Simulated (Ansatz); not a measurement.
Runs of Ansatz 0.2.0 on CuI (Marshite). The structure is cubic, space group F-43m (No. 216). The conventional cell has a = 6.063 Å, b = 6.063 Å, c = 6.063 Å, α = 90.00°, β = 90.00°, γ = 90.00°. Around I (site symmetry -43m) lie 4 Cu at 2.63 Å. Around Cu (site symmetry -43m) lie 4 I at 2.63 Å. 

```csv
task,level,cell,cutoff (eV),smearing,gap on the mesh (eV),pressure (GPa),relaxed volume (Å³/atom)
relaxation of cell and atoms,PBE+D3(BJ),relaxed,-,fermi-dirac 0.05 eV,1.24,0.0,26.62
single point,PBE,as given,283,gaussian 0.012 eV,1.12,0.3,-
single point,PBE,as given,283,gaussian 0.028 eV,1.12,0.3,-
relaxation of cell and atoms,RPBE+D4,relaxed,-,fermi-dirac 0.05 eV,(a),0.0,26.35
single point,PBE,as given,283,gaussian 0.026 eV,1.12,0.3,-
```

Alike in all rows: potentials or basis all-electron LAPW, scalar-relativistic; no spin polarisation; k mesh 8 × 8 × 8; basis error allowed 0.001 eV/atom.

Task: Estimate the missing entries.

Result: (a) 1.41.

Caveats: spin-orbit coupling is left out, which moves the levels of the heavy elements.

A k mesh can miss the band edges, and the runs leave out spin-orbit coupling on I.
